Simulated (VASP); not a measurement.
# TiTe2 (P-3m1) in VASP: notebook

The runs below take TiTe2 through Wannier functions by SCDM, equation of state, with PBE, PBEsol.

Program: VASP 6.6.1. These are calculated values, not measurements. Logs are shortened: lines on timing, memory, paths and dates and some standing lists are left out, and cuts for length are marked.

## Step 1: The crystal as given

Symmetry: P-3m1, No. 164, trigonal system. The conventional cell has a = 3.777 Å, b = 3.777 Å, c = 6.498 Å, α = 90.00°, β = 90.00°, γ = 120.00°. Around Te (site symmetry 3m) lie 3 Ti at 2.77 Å. Around Ti (site symmetry -3m) lie 6 Te at 2.77 Å.

## Step 2: Wannier functions by SCDM, PBE

Contents of POSCAR:

```
TiTe2
1.0
    3.7770000000      0.0000000000      0.0000000000
   -1.8885000000      3.2709779501      0.0000000000
    0.0000000000      0.0000000000      6.4980000000
Te Ti
2 1
Direct
    0.3333333333      0.6666666667      0.7372000000
    0.6666666667      0.3333333333      0.2628000000
    0.0000000000      0.0000000000      0.0000000000
```

Contents of INCAR.step1:

```
ALGO     = Normal         # electronic algorithm
EDIFF    = 1E-6           # SCF threshold, eV
ENCUT    = 520            # plane-wave cutoff, eV
GGA      = PE             # functional
ISIF     = 2              # what is computed and relaxed
ISMEAR   = 0              # smearing method
LASPH    = True           # aspherical terms in the spheres
LCHARG   = True           # write CHGCAR
LREAL    = False          # projectors in reciprocal space
LWAVE    = True           # write WAVECAR
NELM     = 100            # most SCF steps
PREC     = Accurate       # precision mode
SIGMA    = 0.02           # smearing width, eV
```

Contents of INCAR.step2:

```
ALGO     = Normal         # electronic algorithm
EDIFF    = 1E-6           # SCF threshold, eV
ENCUT    = 520            # plane-wave cutoff, eV
GGA      = PE             # functional
ICHARG   = 11             # starting density
ISIF     = 2              # what is computed and relaxed
ISMEAR   = 0              # smearing method
ISTART   = 1            
ISYM     = -1           
LASPH    = True           # aspherical terms in the spheres
LCHARG   = False          # write CHGCAR
LREAL    = False          # projectors in reciprocal space
LSCDM    = True         
LWAVE    = False          # write WAVECAR
NELM     = 100            # most SCF steps
NUM_WANN = 12           
PREC     = Accurate       # precision mode
SIGMA    = 0.02           # smearing width, eV
```

Contents of KPOINTS:

```
k-points
0
Gamma
  4 4 2
```

Contents of KPOINTS_OPT:

```
path GMKGALHA,LM,KH
12
line-mode
reciprocal
 0.0000000000  0.0000000000  0.0000000000  G
 0.5000000000  0.0000000000  0.0000000000  M

 0.5000000000  0.0000000000  0.0000000000  M
 0.3333333333  0.3333333333  0.0000000000  K

 0.3333333333  0.3333333333  0.0000000000  K
 0.0000000000  0.0000000000  0.0000000000  G

 0.0000000000  0.0000000000  0.0000000000  G
 0.0000000000  0.0000000000  0.5000000000  A

 0.0000000000  0.0000000000  0.5000000000  A
 0.5000000000  0.0000000000  0.5000000000  L

 0.5000000000  0.0000000000  0.5000000000  L
 0.3333333333  0.3333333333  0.5000000000  H

 0.3333333333  0.3333333333  0.5000000000  H
 0.0000000000  0.0000000000  0.5000000000  A

 0.5000000000  0.0000000000  0.5000000000  L
 0.5000000000  0.0000000000  0.0000000000  M

 0.3333333333  0.3333333333  0.0000000000  K
 0.3333333333  0.3333333333  0.5000000000  H
```

Contents of KPOINTS_WAN:

```
path GMKGALHA,LM,KH
12
line-mode
reciprocal
 0.0000000000  0.0000000000  0.0000000000  G
 0.5000000000  0.0000000000  0.0000000000  M

 0.5000000000  0.0000000000  0.0000000000  M
 0.3333333333  0.3333333333  0.0000000000  K

 0.3333333333  0.3333333333  0.0000000000  K
 0.0000000000  0.0000000000  0.0000000000  G

 0.0000000000  0.0000000000  0.0000000000  G
 0.0000000000  0.0000000000  0.5000000000  A

 0.0000000000  0.0000000000  0.5000000000  A
 0.5000000000  0.0000000000  0.5000000000  L

 0.5000000000  0.0000000000  0.5000000000  L
 0.3333333333  0.3333333333  0.5000000000  H

 0.3333333333  0.3333333333  0.5000000000  H
 0.0000000000  0.0000000000  0.5000000000  A

 0.5000000000  0.0000000000  0.5000000000  L
 0.5000000000  0.0000000000  0.0000000000  M

 0.3333333333  0.3333333333  0.0000000000  K
 0.3333333333  0.3333333333  0.5000000000  H
```

Potentials or basis: VASP PAW PBE potentials, release 64 (Te, Ti_sv).

Command:

```bash
$ cat potpaw_PBE.64/Te/POTCAR potpaw_PBE.64/Ti_sv/POTCAR > POTCAR
$ cp INCAR.step1 INCAR
$ mpirun -np 1 vasp_std > vasp.out
$ cp INCAR.step2 INCAR
$ mpirun -np 1 vasp_std > vasp.out
```

OUTCAR:

```text
EDIFF = 1E-6
   ENCUT = 520
   GGA = PE
   ICHARG = 11
   ISIF = 2
   ISMEAR = 0
   ISTART = 1
   ISYM = -1
   LASPH = True
   LREAL = False
   NELM = 100
   PREC = Accurate

 ion  position               nearest neighbor table
   1  0.333  0.667  0.737-   3 2.77   3 2.77   3 2.77
   2  0.667  0.333  0.263-   3 2.77   3 2.77   3 2.77
   3  0.000  0.000  0.000-   1 2.77   2 2.77   2 2.77   1 2.77   2 2.77   1 2.77

IMPORTANT INFORMATION: All symmetrisations will be switched off!
NOSYMM: (Re-)initialisation of all symmetry stuff for point group C_1.

----------------------------------------------------------------------------------------

                                     Primitive cell

  volume of cell :      80.2794

  direct lattice vectors                    reciprocal lattice vectors
     3.777000000  0.000000000  0.000000000     0.264760392  0.152859484  0.000000000
    -1.888500000  3.270977950  0.000000000     0.000000000  0.305718967  0.000000000
     0.000000000  0.000000000  6.498000000     0.000000000  0.000000000  0.153893506

  length of vectors
     3.777000000  3.777000000  6.498000000     0.305718967  0.305718967  0.153893506

  position of ions in fractional coordinates (direct lattice)
     0.333333333  0.666666667  0.737200000
     0.666666667  0.333333333  0.262800000
     0.000000000  0.000000000  0.000000000

  ion indices of the primitive-cell ions
   primitive index   ion index
                 1           1
                 2           2
                 3           3

----------------------------------------------------------------------------------------

 KPOINTS: k-points

Automatic generation of k-mesh.
 Grid dimensions read from file:
 generate k-points for:    4    4    2

 Generating k-lattice:

  Cartesian coordinates                     Fractional coordinates (reciprocal lattice)
     0.066190098  0.038214871  0.000000000     0.250000000 -0.000000000  0.000000000
     0.000000000  0.076429742  0.000000000     0.000000000  0.250000000  0.000000000
     0.000000000  0.000000000  0.076946753     0.000000000  0.000000000  0.500000000

  Length of vectors
     0.076429742  0.076429742  0.076946753

  Shift w.r.t. Gamma in fractional coordinates (k-lattice)
     0.000000000  0.000000000  0.000000000

 Subroutine IBZKPT returns following result:
[... 41 lines left out ...]
   ISTART =      1    job   : 0-new  1-cont  2-samecut
   ICHARG =     11    charge: 1-file 2-atom 10-const
   ISPIN  =      1    spin polarized calculation?
   LNONCOLLINEAR =      F non collinear calculations
   LSORBIT =      F    spin-orbit coupling
   LASPH  =      T    aspherical Exc in radial PAW
   ENCUT  =  520.0 eV  38.22 Ry    6.18 a.u.   7.02  7.02 12.08*2*pi/ulx,y,z
   NELM   =    100;   NELMIN=  2; NELMDL=  0     # of ELM steps
   EDIFF  = 0.1E-05   stopping-criterion for ELM
   LREAL  =      F    real-space projection
   EDIFFG = 0.1E-04   stopping-criterion for IOM
   NSW    =      0    number of steps for IOM
   IBRION =     -1    ionic relax: 0-MD 1-quasi-New 2-CG
   NFREE  =      0    steps in history (QN), initial steepest desc. (CG)
   ISIF   =      2    stress and relaxation
   ISYM   =     -1    0-nonsym 1-usesym 2-fastsym
   POTIM  = 0.5000    time-step for ionic-motion
   TEBEG  =    0.0;   TEEND  =   0.0 temperature during run
   PSTRESS=    0.0 pullay stress
   NELECT =      24.0000    total number of electrons
   NUPDOWN=      -1.0000    fix difference up-down
   EMIN   =  10.00;   EMAX   =-10.00  energy-range for DOS
   EFERMI =   0.00;   METHOD = LEGACY
   ISMEAR =     0;   SIGMA  =   0.02  broadening in eV -4-tet -1-fermi 0-gaus
   EFERMI_NEDOS =   21; number of points for ismear=-14 and -15
   IALGO  =     38    algorithm
   IMIX   =      4    mixing-type and parameters
     AMIX     =   0.40;   BMIX     =  1.00
     AMIX_MAG =   1.60;   BMIX_MAG =  1.00
  volume/ion in A,a.u.               =      26.76       180.58
  Fermi-wavevector in a.u.,A,eV,Ry     =   1.094655  2.068597 16.303438  1.198269
  Thomas-Fermi vector in A             =   2.230964
   LORBIT       =      0    0 simple, 1 ext, 2 COOP (PROOUT), +10 PAW based schemes
   GGA     = PE    functional components
   LHFCALC =     F    Hartree Fock is set to
   AEXX    =    0.0000 exact exchange contribution
   IVDW    =     0    specifies the selected vdW correction
   LEPSILON=     F    determine dielectric tensor
   LRPA    =     F    only Hartree local field effects (RPA)
 non-spin polarized calculation
 Gauss-broadening in eV      SIGMA  =   0.02
  energy-cutoff  :      520.00
  volume of cell :       80.28
 maximum number of plane-waves:      2175

 number of electron      23.9999998 magnetization

 Free energy of the ion-electron system (eV)
  ---------------------------------------------------
  ext. energy  EPLUGINS =         0.00000000
  ---------------------------------------------------
  free energy    TOTEN  =       -16.15485698 eV

  energy without entropy =      -16.15389284  energy(sigma->0) =      -16.15437491

 E-fermi :   6.8415     XC(G=0):  -9.8599

 val. band max:        6.8353841319   @ k =   0.5000   0.5000   0.0000
 cond. band min:       7.0077810820   @ k =   0.0000  -0.2500   0.0000
 fundamental gap:      0.1723969501
 Fermi energy:         6.8414748141

 k-point     1 :       0.0000    0.0000    0.0000
  band No.  band energies     occupation
      1     -50.6591      2.00000
      2     -26.9099      2.00000
      3     -26.9004      2.00000
      4     -26.9004      2.00000
      5      -5.5825      2.00000
      6      -4.0821      2.00000
[... 433 lines left out ...]
      3     -26.9052      2.00000
      4     -26.9051      2.00000
      5      -4.4727      2.00000
      6      -4.3809      2.00000
[... 8 lines left out ...]
     15       8.3942      0.00000
     16       9.0422      0.00000

 [... further k-points ...]
[... 5 lines left out ...]
  --------------------------------------------------------------------------------------
  -------------------------------------------------------------------------------------
  Total        0.4346831      0.4347729      0.6884184      0.0000739     -0.0000256      0.0000415
  in kB        8.6751906      8.6769826     13.7391140      0.0014751     -0.0005116      0.0008277
  external PRESSURE =      10.3637624 kB  Pullay stress =       0.0000000 kB

 VOLUME and BASIS-vectors are now :
 -----------------------------------------------------------------------------
  energy-cutoff  :      520.00
  volume of cell :       80.28
      direct lattice vectors                 reciprocal lattice vectors
     3.777000000  0.000000000  0.000000000     0.264760392  0.152859484  0.000000000
    -1.888500000  3.270977950  0.000000000     0.000000000  0.305718967  0.000000000
     0.000000000  0.000000000  6.498000000     0.000000000  0.000000000  0.153893506

 POSITION                                       TOTAL-FORCE (eV/Angst)
 -----------------------------------------------------------------------------------
     -0.00000      2.18065      4.79033         0.000003     -0.000002     -0.008734
      1.88850      1.09033      1.70767        -0.000003      0.000002      0.008734
      0.00000      0.00000      0.00000         0.000000     -0.000000     -0.000000
 -----------------------------------------------------------------------------------
    total drift:                                0.000000     -0.000000     -0.000000

  FREE ENERGIE OF THE ION-ELECTRON SYSTEM (eV)
  ---------------------------------------------------
  free  energy   TOTEN  =       -16.1548569798 eV

  energy  without entropy=      -16.1538928403  energy(sigma->0) =      -16.15437491
```

Run time: 57 s. Hardware: 1 thread of AMD EPYC 9R45 (Zen 5), shared host; peak memory 0.18 GiB.

Results:

- Band gap along the path: none (metal or under the smearing width)

Levels at the corners of the path, in eV from the Fermi level:
| point | band 10 | band 11 | band 12 | band 13 | band 14 | band 15 |
| --- | --- | --- | --- | --- | --- | --- |
| Γ | 0.31 | 0.37 | 0.37 | 0.56 | 1.04 | 1.04 |
| M | -2.41 | -1.78 | -1.16 | -0.01 | 1.14 | 1.45 |
| M | -2.41 | -1.78 | -1.16 | -0.01 | 1.14 | 1.45 |
| K | -2.40 | -2.35 | -2.35 | 0.94 | 1.42 | 1.42 |
| K | -2.40 | -2.35 | -2.35 | 0.94 | 1.42 | 1.42 |
| Γ | 0.31 | 0.37 | 0.37 | 0.56 | 1.04 | 1.04 |
| Γ | 0.31 | 0.37 | 0.37 | 0.56 | 1.04 | 1.04 |
| A | -1.62 | 0.36 | 0.36 | 0.73 | 0.73 | 0.98 |
| A | -1.62 | 0.36 | 0.36 | 0.73 | 0.73 | 0.98 |
| L | -2.05 | -0.99 | -0.63 | -0.29 | 1.14 | 1.43 |
| L | -2.05 | -0.99 | -0.63 | -0.29 | 1.14 | 1.43 |
| H | -3.25 | -1.72 | -1.72 | 0.95 | 0.98 | 0.98 |
| H | -3.25 | -1.72 | -1.72 | 0.95 | 0.98 | 0.98 |
| A | -1.62 | 0.36 | 0.36 | 0.73 | 0.73 | 0.98 |
| L | -2.05 | -0.99 | -0.63 | -0.29 | 1.14 | 1.43 |
| M | -2.41 | -1.78 | -1.16 | -0.01 | 1.14 | 1.45 |
| K | -2.40 | -2.35 | -2.35 | 0.94 | 1.42 | 1.42 |
| H | -3.25 | -1.72 | -1.72 | 0.95 | 0.98 | 0.98 |

Caveat: the k mesh is coarse (spacing up to 0.48 Å⁻¹), so the values aren't converged; spin-orbit coupling is left out, which moves the levels of the heavy elements; this functional lacks dispersion, which binds the layers, so the pressure and a relaxed spacing across them are unreliable.

## Step 3: Equation of state, PBEsol, 24.36 Å³/atom (a relaxed cell with its volume scaled by 0.96)

Contents of INCAR:

```
SYSTEM = TiTe2
ALGO = Fast
EDIFF = 1E-6
ENCUT = 520
GGA = PS
ISIF = 2
ISMEAR = -1
LASPH = .True.
LCHARG = .False.
LREAL = .False.
LWAVE = .False.
NELM = 80
PREC = Accurate
SIGMA = 0.05
```

Contents of KPOINTS:

```
k-points
0
Gamma
  8 8 4
  0 0 0
```

Contents of POSCAR:

```
TiTe2                                   
1.0
    3.6541084641      0.0000000000      0.0000000000
   -1.8270542321      3.1645507581      0.0000000000
    0.0000000000      0.0000000000      6.3201312616
  Te              Ti            
     2     1
Direct
     0.3333333332999970    0.6666666667000030    0.7318486608266448
     0.6666666667000030    0.3333333332999970    0.2681513391733552
     1.0000000000000000    0.0000000000000000    0.0000000000000000
```

Potentials or basis: VASP PAW PBE potentials, release 64 (Te, Ti_sv).

Command:

```bash
$ cat potpaw_PBE.64/Te/POTCAR potpaw_PBE.64/Ti_sv/POTCAR > POTCAR
$ mpirun -np 1 vasp_std > vasp.out
```

OUTCAR:

```text
SYSTEM = TiTe2
   EDIFF = 1E-6
   ENCUT = 520
   GGA = PS
   ISIF = 2
   ISMEAR = -1
   LASPH = .True.
   LREAL = .False.
   NELM = 80
   PREC = Accurate

 ion  position               nearest neighbor table
   1  0.333  0.667  0.732-   3 2.71   3 2.71   3 2.71   2 3.61   2 3.61   2 3.61
   2  0.667  0.333  0.268-   3 2.71   3 2.71   3 2.71   1 3.61   1 3.61   1 3.61
   3  0.000  0.000  0.000-   1 2.71   2 2.71   2 2.71   1 2.71   2 2.71   1 2.71

  LATTYP: Found a hexagonal cell.
 ALAT       =     3.6541084641
 C/A-ratio  =     1.7295959668

  Lattice vectors:

 A1 = (   3.6541084641,   0.0000000000,   0.0000000000)
 A2 = (  -1.8270542321,   3.1645507581,   0.0000000000)
 A3 = (   0.0000000000,   0.0000000000,   6.3201312616)

Analysis of symmetry for initial positions (statically):
=====================================================================
 Subroutine PRICEL returns:
 Original cell was already a primitive cell.

 Routine SETGRP: Setting up the symmetry group for a
 hexagonal supercell.

 Subroutine GETGRP returns: Found 12 space group operations
 (whereof 12 operations were pure point group operations)
 out of a pool of 24 trial point group operations.
[... 163 lines left out ...]
  free energy    TOTEN  =       -17.51948643 eV

  energy without entropy =      -17.50784821  energy(sigma->0) =      -17.51366732

 E-fermi :   7.8393     XC(G=0): -10.4504

 val. band max:        7.8178399047   @ k =   0.5000   0.0000   0.0000
 cond. band min:       7.8615629223   @ k =   0.1250   0.0000   0.0000
 fundamental gap:      0.0437230175
 Fermi energy:         7.8392759933

 k-point     1 :       0.0000    0.0000    0.0000
  band No.  band energies     occupation
      1     -49.1667      2.00000
      2     -25.5389      2.00000
      3     -25.5389      2.00000
      4     -25.5273      2.00000
      5      -5.1224      2.00000
      6      -3.3237      2.00000
[... 433 lines left out ...]
      3     -25.5664      2.00000
      4     -25.5112      2.00000
      5      -3.1339      2.00000
      6      -2.6761      2.00000
[... 8 lines left out ...]
     15       9.4125      0.00000
     16      10.1133      0.00000

 [... further k-points ...]
[... 5 lines left out ...]
  --------------------------------------------------------------------------------------
  -------------------------------------------------------------------------------------
  Total        1.4129896      1.4129896      1.5277861     -0.0000000      0.0000000      0.0000000
  in kB       30.9763285     30.9763285     33.4929610     -0.0000000      0.0000000      0.0000000
  external PRESSURE =      31.8152060 kB  Pullay stress =       0.0000000 kB

 VOLUME and BASIS-vectors are now :
 -----------------------------------------------------------------------------
  energy-cutoff  :      520.00
  volume of cell :       73.08
      direct lattice vectors                 reciprocal lattice vectors
     3.654108464  0.000000000  0.000000000     0.273664564  0.158000310  0.000000000
    -1.827054232  3.164550758  0.000000000     0.000000000  0.316000620  0.000000000
     0.000000000  0.000000000  6.320131262     0.000000000  0.000000000  0.158224562

 POSITION                                       TOTAL-FORCE (eV/Angst)
 -----------------------------------------------------------------------------------
     -0.00000      2.10970      4.62538         0.000000      0.000000     -0.368617
      1.82705      1.05485      1.69475        -0.000000      0.000000      0.368617
      0.00000      0.00000      0.00000         0.000000      0.000000      0.000000
 -----------------------------------------------------------------------------------
    total drift:                                0.000000      0.000000     -0.000000

  FREE ENERGIE OF THE ION-ELECTRON SYSTEM (eV)
  ---------------------------------------------------
  free  energy   TOTEN  =       -17.5194864337 eV

  energy  without entropy=      -17.5078482077  energy(sigma->0) =      -17.51366732
```

OSZICAR:

```text
N       E                     dE             d eps       ncg     rms          rms(c)
DAV:   1     0.180450478037E+03    0.18045E+03   -0.11004E+04  1120   0.141E+03
[... 25 lines left out ...]
RMM:  27    -0.175194902165E+02    0.19084E-04   -0.64422E-05  1808   0.599E-02    0.795E-02
RMM:  28    -0.175194865515E+02    0.36650E-05   -0.79126E-05  1721   0.469E-02    0.546E-02
RMM:  29    -0.175194816721E+02    0.48794E-05   -0.41717E-05  1773   0.516E-02    0.165E-02
RMM:  30    -0.175194842167E+02   -0.25447E-05   -0.37026E-05  1562   0.314E-02    0.143E-03
RMM:  31    -0.175194849992E+02   -0.78252E-06   -0.10735E-05  1136   0.173E-02    0.218E-03
RMM:  32    -0.175194858212E+02   -0.82197E-06   -0.10722E-05  1079   0.136E-02    0.211E-03
RMM:  33    -0.175194864337E+02   -0.61248E-06   -0.67045E-06   931   0.116E-02
   1 F= -.17519486E+02 E0= -.17513667E+02  d E =-.116382E-01
```

stdout:

```text
POSCAR found type information on POSCAR TeTi
 POSCAR found :  2 types and       3 ions
 scaLAPACK will be used
 -----------------------------------------------------------------------------
|                                                                             |
|                                                                             |
|     You enforced a specific xc type in the INCAR file but a different       |
|     I HOPE YOU KNOW WHAT YOU ARE DOING!                                     |
|                                                                             |
 -----------------------------------------------------------------------------

 LDA part: xc-table for (Slater+PW92), standard interpolation
 POSCAR, INCAR and KPOINTS ok, starting setup
 FFT: planning ... GRIDC
 FFT: planning ... GRID_SOFT
 FFT: planning ... GRID
 WAVECAR not read
 entering main loop
WARNING in EDDRMM: call to ZHEGV failed, returncode =   6  3      2
WARNING in EDDRMM: call to ZHEGV failed, returncode =   6  3      8
```

Wall time 53 s (1 thread of Intel Xeon 6975P-C (Granite Rapids), shared host); peak memory 0.21 GiB.

Results:

```
Free energy            : -17.5195 eV
Pressure               : 3.2 GPa
Largest force          : 0.369 eV/Å
Band gap on the k mesh : none (metal or under the smearing width)
```

Caveat: the PAW data sets were made with another functional, which shifts forces and pressure a little; this functional lacks dispersion, which binds the layers, so the pressure and a relaxed spacing across them are unreliable.

(Continued in part 2 of 2.)
